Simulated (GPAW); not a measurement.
Runs of GPAW 26.7.0 on CoO. The structure is cubic, space group Pm-3m (No. 221). The conventional cell has a = 2.571 Å, b = 2.571 Å, c = 2.571 Å, α = 90.00°, β = 90.00°, γ = 90.00°. Around Co (site symmetry m-3m) lie 8 O at 2.23 Å. Around O (site symmetry m-3m) lie 8 Co at 2.23 Å. Measurements of this composition are mostly on another form, of space group No. 225.

```tsv
spin	gap on the mesh (eV)	pressure (GPa)	moment (μB)
collinear, antiferromagnetic start	0.77	14.7	0.00
collinear, random start	0.77	14.7	0.00
collinear, ferromagnetic start	0.15	(b)	6.00
collinear, ferrimagnetic start	0.77	14.7	0.00
off	(a)	-3.4	-
```

Alike in all rows: task single point; level PBE+U; potentials or basis GPAW PAW data sets (gpaw-data 1.2.1), pw; Co d U = 1 eV; cell as given; k mesh 5 × 10 × 10; cutoff (eV) 800; smearing fermi-dirac 0.05 eV.

**Question.** Estimate the missing entries.

**Answer.** (a) none; (b) 19.9.

Caveats: an odd mesh through Γ misses points on the zone boundary, where band edges often lie (some runs); U without spin polarisation on a metal has little footing (some runs).
